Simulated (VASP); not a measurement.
# MgI2 in VASP: notebook

Runs on MgI2. Level: PBE+D3(BJ). Tasks: single point.

All numbers are computed with VASP 6.6.1; they aren't measurements. Logs are shortened: lines on timing, memory, paths and dates and some standing lists are left out, and cuts for length are marked.

## (1) The cell of the first run

The cell holds a slab with vacuum, 6 atoms: a = 4.131 Å, b = 4.131 Å, c = 24.227 Å, α = 90.00°, β = 90.00°, γ = 120.00°.

## (2) Single point, PBE+D3(BJ) (upper layer slid by (4/9, 1/9) of the cell)

Contents of INCAR:

```
PREC = Accurate
ENCUT = 520
EDIFF = 1E-7
ISMEAR = 0
SIGMA = 0.05
LREAL = F
LASPH = T
NELM = 100
ALGO = Fast
ISIF = 2
LWAVE = F
LCHARG = F
LDIPOL = T
IDIPOL = 3
DIPOL = 0.5 0.5 0.404
GGA = PE
IVDW = 12
NBANDS = 25
```

Contents of KPOINTS:

```
regular mesh
0
Gamma
  9 9 1
```

Contents of POSCAR:

```
MgI2
1.0
    4.1311065861      0.0000000000      0.0000000000
   -2.0655532931      3.5776432493      0.0000000000
    0.0000000000      0.0000000000     24.2265089959
I Mg
4 2
Direct
    0.3333333333      0.6666666667      0.1857469436
    0.6666666667      0.3333333333      0.3245723310
    1.1111111111      0.4444444444      0.4826636186
    1.4444444444      0.1111111111      0.6214890060
    0.0000000000      0.0000000000      0.2551596373
    0.7777777778     -0.2222222222      0.5520763123
```

Potentials or basis: VASP PAW PBE potentials, release 64 (I, Mg).

Launch:

```bash
$ cat potpaw_PBE.64/I/POTCAR potpaw_PBE.64/Mg/POTCAR > POTCAR
$ mpirun -np 1 vasp_std > vasp.out
```

OUTCAR:

```text
PREC = Accurate
   ENCUT = 520
   EDIFF = 1E-7
   ISMEAR = 0
   LREAL = F
   LASPH = T
   NELM = 100
   ISIF = 2
   GGA = PE
   IVDW = 12
 IVDW          = 12

 ion  position               nearest neighbor table
   1  0.333  0.667  0.186-   5 2.92   5 2.92   5 2.92
   2  0.667  0.333  0.325-   5 2.92   5 2.92   5 2.92
   3  0.111  0.444  0.483-   6 2.92   6 2.92   6 2.92
   4  0.444  0.111  0.621-   6 2.92   6 2.92   6 2.92
   5  0.000  0.000  0.255-   1 2.92   2 2.92   1 2.92   2 2.92   1 2.92   2 2.92
   6  0.778  0.778  0.552-   4 2.92   3 2.92   3 2.92   4 2.92   4 2.92   3 2.92

  LATTYP: Found a hexagonal cell.
 ALAT       =     4.1311065861
 C/A-ratio  =     5.8644115060

  Lattice vectors:

 A1 = (   4.1311065861,   0.0000000000,   0.0000000000)
 A2 = (  -2.0655532931,   3.5776432493,   0.0000000000)
 A3 = (   0.0000000000,   0.0000000000,  24.2265089959)

Analysis of symmetry for initial positions (statically):
=====================================================================
 Subroutine PRICEL returns:
 Original cell was already a primitive cell.

 Routine SETGRP: Setting up the symmetry group for a
 hexagonal supercell.

 Subroutine GETGRP returns: Found  2 space group operations
 (whereof  1 operations were pure point group operations)
 out of a pool of 24 trial point group operations.

The static configuration has the point symmetry C_1 .
 The point group associated with its full space group is S_2 .

Analysis of symmetry for dynamics (positions and initial velocities):
=====================================================================
 Subroutine PRICEL returns:
 Original cell was already a primitive cell.

 Routine SETGRP: Setting up the symmetry group for a
 hexagonal supercell.

 Subroutine GETGRP returns: Found  2 space group operations
 (whereof  1 operations were pure point group operations)
 out of a pool of 24 trial point group operations.

The dynamic configuration has the point symmetry C_1 .
 The point group associated with its full space group is S_2 .

 Subroutine INISYM returns: Found  2 space group operations
 (whereof  1 operations are pure point group operations),
 and found     1 'primitive' translations

----------------------------------------------------------------------------------------

                                     Primitive cell

  volume of cell :     358.0587

  direct lattice vectors                    reciprocal lattice vectors
     4.131106586  0.000000000  0.000000000     0.242065892  0.139756808  0.000000000
[... 105 lines left out ...]
   NELECT =      32.0000    total number of electrons
   NUPDOWN=      -1.0000    fix difference up-down
   EMIN   =  10.00;   EMAX   =-10.00  energy-range for DOS
   EFERMI =   0.00;   METHOD = LEGACY
   ISMEAR =     0;   SIGMA  =   0.05  broadening in eV -4-tet -1-fermi 0-gaus
   EFERMI_NEDOS =   21; number of points for ismear=-14 and -15
   IALGO  =     68    algorithm
   IMIX   =      4    mixing-type and parameters
     AMIX     =   0.40;   BMIX     =  1.00
     AMIX_MAG =   1.60;   BMIX_MAG =  1.00
  volume/ion in A,a.u.               =      59.68       402.72
  Fermi-wavevector in a.u.,A,eV,Ry     =   0.731936  1.383159  7.289063  0.535731
  Thomas-Fermi vector in A             =   1.824276
   LORBIT       =      0    0 simple, 1 ext, 2 COOP (PROOUT), +10 PAW based schemes
   GGA     = PE    functional components
   LHFCALC =     F    Hartree Fock is set to
   AEXX    =    0.0000 exact exchange contribution
   IVDW    =    12    specifies the selected vdW correction
   LEPSILON=     F    determine dielectric tensor
   LRPA    =     F    only Hartree local field effects (RPA)
 non-spin polarized calculation
 RMM-DIIS sequential band-by-band and
 Gauss-broadening in eV      SIGMA  =   0.05
  energy-cutoff  :      520.00
  volume of cell :      358.06
 maximum number of plane-waves:      9709
   NGX = 15   NGY = 15   NGZ = 91

 number of electron      32.0000002 magnetization

 dipolmoment           0.000000      0.000000     -0.000001 electrons x Angstroem

 Free energy of the ion-electron system (eV)
  ---------------------------------------------------
  ext. energy  EPLUGINS =         0.00000000
  ---------------------------------------------------
  free energy    TOTEN  =       -15.42664719 eV

  energy without entropy =      -15.42664719  energy(sigma->0) =      -15.42664719

 E-fermi :  -1.1866     XC(G=0):  -5.0899

 val. band max:       -1.4075024497   @ k =   0.0000   0.0000   0.0000
 cond. band min:       2.1551384768   @ k =   0.4444   0.0000   0.0000
 fundamental gap:      3.5626409265
 Fermi energy:        -1.1865747610

 k-point     1 :       0.0000    0.0000    0.0000
  band No.  band energies     occupation
      1     -13.3867      2.00000
      2     -13.3360      2.00000
      3     -12.8668      2.00000
      4     -12.8042      2.00000
      5      -4.6913      2.00000
      6      -4.3616      2.00000
[... 661 lines left out ...]
     24       5.3061      0.00000
     25       5.7475      0.00000

 [... further k-points ...]

------------------------ aborting loop because EDIFF is reached ----------------------------------------

 vacuum level on the upper side and lower side of the slab       (xc-potential included)        -0.099        -0.099

 Edisp (eV)   -1.59765

 E8    (eV) :    -0.7339

  FORCE on cell =-STRESS in cart. coord.  units (eV):
  Direction    XX          YY          ZZ          XY          YZ          ZX
  --------------------------------------------------------------------------------------
  -------------------------------------------------------------------------------------
  Total      -0.17759    -0.23860    -0.28113    -0.00330     0.02920     0.10348
  in kB      -0.79464    -1.06765    -1.25794    -0.01478     0.13065     0.46302
  external pressure =       -1.04 kB  Pullay stress =        0.00 kB

 VOLUME and BASIS-vectors are now :
 -----------------------------------------------------------------------------
  energy-cutoff  :      520.00
  volume of cell :      358.06
      direct lattice vectors                 reciprocal lattice vectors
     4.131106586  0.000000000  0.000000000     0.242065892  0.139756808  0.000000000
    -2.065553293  3.577643249  0.000000000     0.000000000  0.279513616  0.000000000
     0.000000000  0.000000000 24.226508996     0.000000000  0.000000000  0.041277099

 POSITION                                       TOTAL-FORCE (eV/Angst)
 -----------------------------------------------------------------------------------
     -0.00000      2.38510      4.50000        -0.000866      0.000285      0.015010
      2.06555      1.19255      7.86325        -0.028474     -0.012135      0.006640
     -0.45901      1.59006     11.69325         0.028474      0.012135     -0.006640
      1.60654      0.39752     15.05651         0.000866     -0.000285     -0.015010
      0.00000      0.00000      6.18163         0.002213      0.002173      0.010047
      1.60654      2.78261     13.37488        -0.002213     -0.002173     -0.010047
 -----------------------------------------------------------------------------------
    total drift:                                0.000000     -0.000000     -0.000036

  FREE ENERGIE OF THE ION-ELECTRON SYSTEM (eV)
  ---------------------------------------------------
  free  energy   TOTEN  =       -17.0242994644 eV

  energy  without entropy=      -17.0242994644  energy(sigma->0) =      -17.02429946

 vacuum level on the upper side and lower side of the slab         4.854         4.855
```

OSZICAR:

```text
N       E                     dE             d eps       ncg     rms          rms(c)
DAV:   1     0.203038236558E+03    0.20304E+03   -0.10182E+04  2050   0.942E+02
DAV:   2     0.986174597638E+01   -0.19318E+03   -0.18230E+03  3103   0.153E+02
DAV:   3    -0.147464510638E+02   -0.24608E+02   -0.24449E+02  2637   0.598E+01
[... 18 lines left out ...]
RMM:  22    -0.154266453221E+02   -0.55761E-06   -0.24388E-08  1685   0.530E-04    0.623E-03
RMM:  23    -0.154266462446E+02   -0.92247E-06   -0.14409E-07  2004   0.116E-03    0.262E-04
RMM:  24    -0.154266466636E+02   -0.41901E-06   -0.31210E-08  1883   0.603E-04    0.178E-03
RMM:  25    -0.154266470731E+02   -0.40955E-06   -0.69960E-09  1525   0.348E-04    0.951E-04
RMM:  26    -0.154266471856E+02   -0.11248E-06   -0.15440E-08  1635   0.423E-04    0.127E-04
RMM:  27    -0.154266471912E+02   -0.56127E-08    0.00000E+00  1071   0.238E-04
   1 F= -.17024299E+02 E0= -.17024299E+02  d E =-.122680E-11
```

Run time: 6.8 min. Hardware: 1 thread of Intel Xeon 6975P-C (Granite Rapids), shared host; peak memory 0.65 GiB.

Results:

| Item | Value |
| --- | --- |
| Free energy | -17.0243 eV |
| Largest force | 0.032 eV/Å |
| Band gap on the k mesh | 3.56 eV, indirect (least direct gap 3.92 eV) |
| Dispersion energy per atom | -0.266 eV |

Forces on the atoms (eV/Å):
```
I   -0.001  0.000  0.015
I   -0.028 -0.012  0.007
I    0.028  0.012 -0.007
I    0.001  0.000 -0.015
Mg   0.002  0.002  0.010
Mg  -0.002 -0.002 -0.010
```

Caveat: spin-orbit coupling is left out, which moves the levels of the heavy elements.

## (3) Single point, PBE+D3(BJ) (upper layer slid by (0/9, 8/9) of the cell)

Contents of INCAR:

```
SYSTEM = MgI2
PREC = Accurate
ENCUT = 520
EDIFF = 1E-6
ISMEAR = 0
SIGMA = 0.05
LREAL = .FALSE.
LASPH = .TRUE.
NELM = 100
ALGO = Fast
ISIF = 2
LWAVE = .FALSE.
LCHARG = .FALSE.
LDIPOL = .TRUE.
IDIPOL = 3
DIPOL = 0.5 0.5 0.404
GGA = PE
IVDW = 12
NBANDS = 25
```

Contents of KPOINTS:

```
Automatic mesh
0
G
  9 9 1
  0 0 0
```

Contents of POSCAR:

```
MgI2
1.0
    4.1311065861      0.0000000000      0.0000000000
   -2.0655532931      3.5776432493      0.0000000000
    0.0000000000      0.0000000000     24.2265089959
I Mg
4 2
Direct
    0.3333333333      0.6666666667      0.1857469436
    0.6666666667      0.3333333333      0.3245723310
    0.6666666667      1.2222222222      0.4826636186
    1.0000000000      0.8888888889      0.6214890060
    0.0000000000      0.0000000000      0.2551596373
    0.3333333333      0.5555555556      0.5520763123
```

Potentials or basis: VASP PAW PBE potentials, release 64 (I, Mg).

Launch:

```bash
$ cat potpaw_PBE.64/I/POTCAR potpaw_PBE.64/Mg/POTCAR > POTCAR
$ mpirun -np 1 vasp_std > vasp.out
```

It took 3.4 min on 1 thread of Intel Xeon 6975P-C (Granite Rapids), shared host; peak memory 0.64 GiB.

Results (log left out):

- Free energy: -16.9726 eV
- Largest force: 0.141 eV/Å
- Band gap on the k mesh: 3.53 eV, indirect (least direct gap 3.92 eV)
- Dispersion energy per atom: -0.266 eV

Forces on the atoms (eV/Å):
```
I   -0.001  0.001  0.014
I   -0.017  0.030 -0.137
I    0.017 -0.030  0.137
I    0.001 -0.001 -0.014
Mg   0.001 -0.002 -0.008
Mg  -0.001  0.002  0.008
```

Levels at points of the mesh, in eV from the valence-band top:
| k point | band 13 | band 14 | band 15 | band 16 | band 17 | band 18 | band 19 | band 20 |
| --- | --- | --- | --- | --- | --- | --- | --- | --- |
| (0.00, 0.00, 0.00) | -0.05 | -0.05 | -0.01 | 0.00 | 3.92 | 4.35 | 4.85 | 4.97 |

Caveat: spin-orbit coupling is left out, which moves the levels of the heavy elements.
